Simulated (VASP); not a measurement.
# ZnO (P6_3mc) in VASP: further runs, part 2 of 2

VASP 6.6.1. Earlier steps stand in the parts before.

## Step 3: Relaxation of cell and atoms, PBE

This run uses another cell than the first one, of 12.41 Å³/atom, 1.043 times its volume.

The input, INCAR:

```
SYSTEM = ZnO
ALGO = Normal
EDIFF = 1E-7
EDIFFG = -0.002
ENCUT = 520
GGA = PE
IBRION = 2
ISIF = 3
ISMEAR = 0
KPAR = 4
LASPH = .True.
LCHARG = .False.
LREAL = .False.
LWAVE = .False.
NELM = 80
NSW = 80
PREC = Accurate
SIGMA = 0.02
```

The input, KPOINTS:

```
k-points
0
Gamma
  12 12 6
  0 0 0
```

The input, POSCAR:

```
ZnO                                     
1.0
    3.2869257827      0.0000000000      0.0000000000
   -1.6434628914      2.8465612254     -0.0000000000
    0.0000000000     -0.0000000000      5.3039786860
  Zn              O             
     2     2
Direct
     0.3333333300000021    0.6666666699999979    0.4999289961115619
     0.6666666699999979    0.3333333300000021    0.9999289961115619
     0.6666666699999979    0.3333333300000021    0.3790810038884390
     0.3333333300000021    0.6666666699999979    0.8790810038884390
```

Potentials or basis: VASP PAW PBE potentials, release 64 (Zn, O).

Started as:

```
cat potpaw_PBE.64/Zn/POTCAR potpaw_PBE.64/O/POTCAR > POTCAR
mpirun -np 4 vasp_std > vasp.out
```

OUTCAR:

```text
SYSTEM = ZnO
   EDIFF = 1E-7
   EDIFFG = -0.002
   ENCUT = 520
   GGA = PE
   IBRION = 2
   ISIF = 3
   ISMEAR = 0
   LASPH = .True.
   LREAL = .False.
   NELM = 80
   NSW = 80
   PREC = Accurate

 ion  position               nearest neighbor table
   1  0.333  0.667  0.500-   3 2.00   3 2.00   3 2.00   4 2.01
   2  0.667  0.333  1.000-   4 2.00   4 2.00   4 2.00   3 2.01
   3  0.667  0.333  0.379-   1 2.00   1 2.00   1 2.00   2 2.01
   4  0.333  0.667  0.879-   2 2.00   2 2.00   2 2.00   1 2.01

  LATTYP: Found a hexagonal cell.
 ALAT       =     3.2869257827
 C/A-ratio  =     1.6136593999

  Lattice vectors:

 A1 = (   3.2869257827,   0.0000000000,   0.0000000000)
 A2 = (  -1.6434628914,   2.8465612254,   0.0000000000)
 A3 = (   0.0000000000,   0.0000000000,   5.3039786860)

Analysis of symmetry for initial positions (statically):
=====================================================================
 Subroutine PRICEL returns:
 Original cell was already a primitive cell.

 Routine SETGRP: Setting up the symmetry group for a
 hexagonal supercell.

 Subroutine GETGRP returns: Found 12 space group operations
[... 176 lines left out ...]

  FORCE on cell =-STRESS in cart. coord.  units (eV):
  Direction    XX          YY          ZZ          XY          YZ          ZX
  --------------------------------------------------------------------------------------
  -------------------------------------------------------------------------------------
  Total        0.0221009      0.0221009      0.0348973     -0.0000000      0.0000000      0.0000000
  in kB        0.7135224      0.7135224      1.1266544     -0.0000000      0.0000000      0.0000000
  external PRESSURE =       0.8512331 kB  Pullay stress =       0.0000000 kB
[... 63 lines left out ...]
--------------------------------------- Ionic step        3  -------------------------------------------

 number of electron      36.0000037 magnetization

 Free energy of the ion-electron system (eV)
  ---------------------------------------------------
  ext. energy  EPLUGINS =         0.00000000
  ---------------------------------------------------
  free energy    TOTEN  =       -17.86223420 eV

  energy without entropy =      -17.86223420  energy(sigma->0) =      -17.86223420

 E-fermi :   0.9966     XC(G=0): -10.6894

 val. band max:        0.8354171146   @ k =   0.0000   0.0000   0.0000
 cond. band min:       1.5532976189   @ k =   0.0000   0.0000   0.0000
 fundamental gap:      0.7178805043
 Fermi energy:         0.9966020584

 k-point     1 :       0.0000    0.0000    0.0000
  band No.  band energies     occupation
      1     -16.9301      2.00000
      2     -16.2724      2.00000
      3      -4.6717      2.00000
      4      -4.6717      2.00000
      5      -4.6322      2.00000
      6      -4.4959      2.00000
[... 589 lines left out ...]
     21       8.9912      0.00000
     22       9.5400      0.00000

 [... further k-points ...]
[... 5 lines left out ...]
  --------------------------------------------------------------------------------------
  -------------------------------------------------------------------------------------
  Total       -0.0027639     -0.0027639      0.0076604      0.0000000      0.0000000      0.0000000
  in kB       -0.0892015     -0.0892015      0.2472320      0.0000000      0.0000000      0.0000000
  external PRESSURE =       0.0229430 kB  Pullay stress =       0.0000000 kB
[... 19 lines left out ...]
  FREE ENERGIE OF THE ION-ELECTRON SYSTEM (eV)
  ---------------------------------------------------
  free  energy   TOTEN  =       -17.8622342050 eV

  energy  without entropy=      -17.8622342050  energy(sigma->0) =      -17.86223420

 reached required accuracy - stopping structural energy minimisation
```

OSZICAR:

```text
N       E                     dE             d eps       ncg     rms          rms(c)
DAV:   1     0.287475915828E+03    0.28748E+03   -0.18884E+04  3360   0.235E+03
[... 24 lines left out ...]
       N       E                     dE             d eps       ncg     rms          rms(c)
DAV:   1    -0.178623859547E+02   -0.15937E-03   -0.23269E-03  3994   0.949E-01    0.906E-02
DAV:   2    -0.178622504264E+02    0.13553E-03   -0.53436E-04  4192   0.489E-01    0.323E-02
DAV:   3    -0.178622384265E+02    0.12000E-04   -0.90979E-06  4482   0.922E-02    0.182E-02
DAV:   4    -0.178622341945E+02    0.42321E-05   -0.58295E-06  5164   0.383E-02    0.188E-03
DAV:   5    -0.178622342498E+02   -0.55344E-07   -0.12464E-06  3488   0.112E-02    0.745E-04
DAV:   6    -0.178622342050E+02    0.44863E-07   -0.34727E-08  1690   0.525E-03
   3 F= -.17862234E+02 E0= -.17862234E+02  d E =-.258337E-05
```

CONTCAR:

```text
ZnO
   1.00000000000000
     3.2872343619151536   -0.0000000000000054    0.0000000000000000
    -1.6436171810075861    2.8468284628386247   -0.0000000000000000
     0.0000000000000000    0.0000000000000000    5.3047649378040047
  Zn              O
     2     2
Direct
     0.3333333300000021    0.6666666699999979    0.4999313125428457
     0.6666666699999979    0.3333333300000021    0.9999313125428456
     0.6666666699999979    0.3333333300000021    0.3790786874571553
     0.3333333300000021    0.6666666699999979    0.8790786874571553

  0.00000000E+00  0.00000000E+00  0.00000000E+00
  0.00000000E+00  0.00000000E+00  0.00000000E+00
  0.00000000E+00  0.00000000E+00  0.00000000E+00
  0.00000000E+00  0.00000000E+00  0.00000000E+00
```

Wall time 15 s (4 MPI ranks of Intel Xeon 6975P-C (Granite Rapids), shared host); peak memory 0.2 GiB.

Results:

```
Free energy                            : -17.8622 eV
Relaxed volume                         : 12.41 Å³/atom
Relaxed cell                           : a = 3.287 Å, b = 3.287 Å, c = 5.305 Å, α = 90.00°, β = 90.00°, γ = 120.00°
Space group after relaxing (to 0.05 Å) : P6_3mc (No. 186)
Energy gained by relaxing              : 0.0 meV/atom
Ionic steps                            : 3
Pressure after relaxing                : 0.0 GPa
Band gap on the k mesh                 : 0.72 eV, direct
```

Final structure:
```
Zn O
1.0
     3.28723    0.00000    0.00000
    -1.64362    2.84683    0.00000
     0.00000    0.00000    5.30476
Zn O
2 2
Direct
  0.33333 0.66667 0.49993
  0.66667 0.33333 0.99993
  0.66667 0.33333 0.37908
  0.33333 0.66667 0.87908
```

Levels at points of the mesh, in eV from the valence-band top:
```
           k point  band 16  band 17  band 18  band 19  band 20  band 21
(0.00, 0.00, 0.00)    -0.08     0.00     0.00     0.72     5.07     8.05
(0.50, 0.00, 0.00)    -2.12    -1.22    -0.79     5.59     6.81     7.52
(0.00, 0.00, 0.50)    -0.37    -0.37    -0.37     3.35     3.35     9.89
(0.50, 0.00, 0.50)    -1.42    -1.30    -1.30     5.63     5.63     8.19
```
